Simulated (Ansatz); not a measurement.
# PbSe (Clausthalite) (Fm-3m) in Ansatz: reference runs

How does PbSe (Clausthalite) come out in PBEsol? The cell is run as given.

Everything below comes from runs of Ansatz 0.2.0. Logs are shortened: lines on timing, memory, paths and dates and some standing lists are left out, and cuts for length are marked.

**Measured values to compare with.**

A printed reference work, monograph reports, for a bulk crystal of PbSe at 300 K: band gap 0.28 eV (direct).

How close the calculation comes is told below.

## 1. The structure

It takes space group Fm-3m (No. 225, cubic). Conventional cell: a = 6.121 Å, b = 6.121 Å, c = 6.121 Å, α = 90.00°, β = 90.00°, γ = 90.00°. Pb (site symmetry m-3m) has 6 Se at 3.06 Å as nearest neighbours. Se (site symmetry m-3m) is surrounded by 6 Pb at 3.06 Å.

## 2. Single point, PBEsol

input.yaml reads:

```yaml
crystal:
  lattice:
    - [0.0, 3.06065, 3.06065]
    - [3.06065, 0.0, 3.06065]
    - [3.06065, 3.06065, 0.0]
  atoms:
    - { symbol: Pb, position: [0.0, 0.0, 0.0] }
    - { symbol: Se, position: [0.5, 0.5, 0.5] }
kpoints:
  mp_grid: { grid: [8, 8, 8] }
scf:
  occupations: { method: fermi_dirac, width: 0.05 }
hamiltonian:
  xc: pbesol
  pseudopotentials: { kind: all_electron, lapw: { basis_error: 0.001 } }
output:
  forces: true
  stress: true
  eigenvalues: true
  populations: true
```

Potentials or basis: all-electron LAPW, scalar-relativistic.

On the command line:

```sh
ansatz run input.yaml --threads 1 --pin off --max-ram 3072MiB --backend cpu --events-out ev --progress --plain --runs-dir out
```

Standard output:

```text
Warning: RAYON_NUM_THREADS=1 ignored (pool sized by the plan → 1); use --threads N
Pb: projections on atomic orbitals take those of the free atom 1s2 2s2 2p6 3s2 3p6 3d10 4s2 4p6 4d10 4f14 5s2 5p6 5d10 6s2 6p2, of charge +0.00 (hamiltonian.pseudopotentials.projection_atoms)
Se: projections on atomic orbitals take those of the free atom 1s2 2s2 2p6 3s2 3p6 3d10 4s2 4p4, of charge +0.00 (hamiltonian.pseudopotentials.projection_atoms)
LAPW: plane waves up to 7.017 Å⁻¹, error target 1.0e-3 eV per atom; small_component_spin mean_spin; Se in spheres of 1.440 Å, 24 of its electrons in bands, Dirac shells []; Pb in spheres of 1.621 Å, 36 of its electrons in bands, Dirac shells [] (how accurate: hamiltonian.pseudopotentials.lapw.basis_error, Limitations)
Engine: ansatz 0.2.0, x86_64-unknown-linux-gnu
Pseudopotentials: kind: all_electron
Pseudopotential: Pb, LAPW, valence charge 36, lapw/all_electron/scalar/gaussian/Pb, Koelling and Harmon's equation, gaussian nucleus
Pseudopotential: Se, LAPW, valence charge 24, lapw/all_electron/scalar/gaussian/Se, Koelling and Harmon's equation, gaussian nucleus
Functional definition: PBEsol
  exchange = pbesol_x
  correlation = pbesol_c
Crystal: 2 atoms, lattice volume = 57.342 Å³
Basis set: ecut = 187.62343428004087 eV, 331 PW (Γ), exchange–correlation at level 2
Bands: 36, of which v1, the nominal top of the filled ones, is band 30 counted from 1 (29 counted from 0)
Symmetry: 48 space group operations
Space group: Fm-3m (ITA 225), of the structure as read, at distance tolerance 3.9e-5 Å
k-points: 29 of 512
Non-local potential: Pb, projectors of the file, none
Non-local potential: Se, projectors of the file, none
Initial density: superposition of atomic densities (chi_scale 0.1, normalization cell, long waves kept (reshape's long-wave potential 0.00 eV rms))
Initial wavefunctions: plane waves of lowest kinetic energy (no species holds an atomic orbital)
Functional: x = pbesol(κ = 0.804, μ = 0.12345679012345678), c = pbesol(β = 0.046)
iter 1 solved again at ethr=1.25e-3 eV; its pass at ethr=1.00e-1 eV (dr2=7.49e-1 eV) is discarded
SCF iter   1: F=—  HF=-633997.300221 eV  |F-HF|=—  |Δ(HF+E_count)|=         —  Δρ=2.33e-2  dr2=7.49e-1  ethr=1.25e-3  ⟨swp⟩=2.0  Hψ=6418  notcnv=0
preconditioner: auto → none  [insulator: Δε(μ)=0.495 eV  Ē_g=16.795 eV  σ=0.050 eV  W_gap=0.99  n_scr=14 (ndim 8)  ℏωp=21.9 eV  f_vac=0.122  D(μ)=0.00/eV (n_scr^D=0)  ε∞_Penn≈2.7]
iter 2 solved again at ethr=3.12e-5 eV; its pass at ethr=1.25e-3 eV (dr2=1.87e-2 eV) is discarded
SCF iter   2: F=—  HF=-633997.069675 eV  |F-HF|=—  |Δ(HF+E_count)|=   2.31e-1  Δρ=5.36e-3  dr2=1.87e-2  ethr=3.12e-5  ⟨swp⟩=2.0  Hψ=5440  notcnv=0
SCF iter   3: F=—  HF=-633997.036672 eV  |F-HF|=—  |Δ(HF+E_count)|=   3.30e-2  Δρ=3.14e-3  dr2=9.70e-3  ethr=3.12e-5  ⟨swp⟩=2.4  Hψ=3278  notcnv=0
SCF iter   4: F=—  HF=-633997.036540 eV  |F-HF|=—  |Δ(HF+E_count)|=   1.32e-4  Δρ=7.80e-4  dr2=4.58e-4  ethr=1.62e-5  ⟨swp⟩=2.0  Hψ=3103  notcnv=0
SCF iter   5: F=—  HF=-633997.036563 eV  |F-HF|=—  |Δ(HF+E_count)|=   2.32e-5  Δρ=9.69e-5  dr2=4.97e-6  ethr=7.64e-7  ⟨swp⟩=2.0  Hψ=3104  notcnv=0
SCF iter   6: F=—  HF=-633997.036567 eV  |F-HF|=—  |Δ(HF+E_count)|=   4.16e-6  Δρ=1.69e-5  dr2=3.25e-7  ethr=8.29e-9  ⟨swp⟩=2.9  Hψ=3169  notcnv=0
SCF iter   7: F=-633997.036567 eV  HF=-633997.036567 eV  |F-HF|=2.41e-8  |Δ(HF+E_count)|=   2.31e-7  Δρ=5.78e-6  dr2=4.01e-8  ethr=5.42e-10  ⟨swp⟩=2.0  Hψ=3104  notcnv=0
SCF 1 converged in 7 iterations: F = -633997.036567 eV  dr2 = 4.01e-8
SCF converged after 7 iterations
Free energy (F): -633997.036567 eV
Harris-Foulkes:  -633997.036567 eV  (|F-HF|=2.41e-8)
Internal energy: -633997.035987 eV  (E = F + TS)
E sigma→0 (E₀):  -633997.036277 eV
Entropy (-TS):   -0.000580 eV (-0.290 meV/atom)
Fermi energy:    11.701579 eV
--- Per-component energies (eV) ---
  E_band       = -3860.842702
  E_kinetic    = 722373.374031
  E_xc         = -12777.471609
  E_electrostatic = -1343592.938409  (all electrons and nuclei)
  E_smearing   = -0.000580  (= −TS)
  E_closure    = 0.000000  (closes the sum)
  E_atoms      = -633988.145556  (free atoms, spherical and without spin; not in F)
  Σ components = -633997.036567   (vs F -633997.036567, Δ=0.00e0)
  Basis errors (estimates in eV, not in F): energy 3.5e-4 per atom: plane waves 3.3e-4 (1.8e-4 summed), levels above the bands 4.2e-71, relativity 1.2e-8, radial functions 2.1e-5, core shells 1.4e-8; eigenvalues (radial functions only) 3.9e-6; not estimated: angular momenta, meshes, grids; target (lapw.basis_error) 1.0e-3; muffin-tin radii Se 1.440 Å, Pb 1.621 Å
--- Forces (eV/Å), atoms counted from 1 ---
  atom   1  Pb    -0.00000000    -0.00000000     0.00000000
  atom   2  Se     0.00000000    -0.00000000    -0.00000000
  max |Σ_I F_I| component: 1.40e-31 eV/Å
--- Stress (GPa, compression-positive) ---
       -0.498633       0.000000      -0.000000
        0.000000      -0.498633       0.000000
       -0.000000       0.000000      -0.498633
  P = ⅓ Tr σ = -0.4986 GPa (-4.986 kbar)
--- Band table (eV; the first three rows and the last of 29) ---
  k-point 0: bands = ["-195.5759", "-135.2402", "-135.2402", "-135.2402", "-127.8639", "-116.9137", "-116.9112", "-116.9112", "-116.9112", "-116.9093", "-116.9093", "-116.9093", "-69.6544", "-69.6544", "-69.6544", "-35.6737", "-35.6737", "-35.6714", "-35.6714", "-35.6714", "-5.1658", "-5.1658", "-5.1658", "-5.1651", "-5.1651", "-2.0110", "5.2756", "9.7259", "9.7259", "9.7259", "16.2784", "16.2784", "16.2784", "18.0530", "18.0530", "18.0530"]
  k-point 1: bands = ["-195.5759", "-135.2402", "-135.2402", "-135.2402", "-127.8639", "-116.9137", "-116.9112", "-116.9112", "-116.9112", "-116.9093", "-116.9093", "-116.9093", "-69.6544", "-69.6544", "-69.6544", "-35.6737", "-35.6737", "-35.6714", "-35.6713", "-35.6713", "-5.1689", "-5.1689", "-5.1653", "-5.1608", "-5.1608", "-1.8922", "4.8827", "9.7668", "9.7668", "9.9984", "15.1949", "15.6002", "15.6002", "17.8376", "18.3989", "18.3989"]
  k-point 2: bands = ["-195.5759", "-135.2402", "-135.2402", "-135.2402", "-127.8639", "-116.9137", "-116.9112", "-116.9112", "-116.9112", "-116.9093", "-116.9093", "-116.9093", "-69.6545", "-69.6544", "-69.6544", "-35.6737", "-35.6737", "-35.6713", "-35.6713", "-35.6713", "-5.1777", "-5.1777", "-5.1641", "-5.1489", "-5.1489", "-1.5658", "4.0134", "9.8869", "9.8869", "10.5438", "13.6983", "14.4745", "14.4745", "18.0141", "19.2688", "19.2688"]
  k-point 28: bands = ["-195.5759", "-135.2402", "-135.2402", "-135.2402", "-127.8639", "-116.9137", "-116.9112", "-116.9112", "-116.9112", "-116.9093", "-116.9093", "-116.9093", "-69.6545", "-69.6545", "-69.6545", "-35.6737", "-35.6736", "-35.6713", "-35.6713", "-35.6712", "-5.2595", "-5.1655", "-5.1533", "-5.1533", "-5.1200", "-0.5347", "3.5704", "7.3394", "7.3394", "10.8159", "13.4371", "16.4888", "16.4888", "19.2668", "19.2668", "23.3713"]
--- Löwdin populations: 2 sites ---
  site symbol       q [e]
     0     Pb     81.6454
     1     Se     34.3128
  spilling = 0.000360 (of n_electrons = 116.000000)
```

Run time: 10 s. Hardware: 1 thread of Intel Xeon Platinum 8259CL at 2.50GHz (Skylake/Cascade Lake), shared host; peak memory 0.34 GiB.

What came out:

```
Free energy            : -633997.0366 eV
Pressure               : -0.5 GPa
Band gap on the k mesh : 0.20 eV, direct
Loewdin charges        : Pb +0.35; Se -0.31 e
```

Caveat: spin-orbit coupling is left out, which as a rule narrows the gap of such compounds by several tenths of an eV.

## 3. How close it comes

Step 2. Against the measured gap of PbSe, 0.28 eV (direct; 300 K; a printed reference work, monograph), the calculated 0.20 eV is off by -0.08 eV. 2 values of this kind are on record (0.15 to 0.28 eV); this one was drawn at random. Spin-orbit coupling on Pb, Se is left out. The value is that of PBEsol on a finite k mesh, which can miss the band edges, without temperature or zero-point motion. Semilocal functionals fall short of measured gaps as a rule.
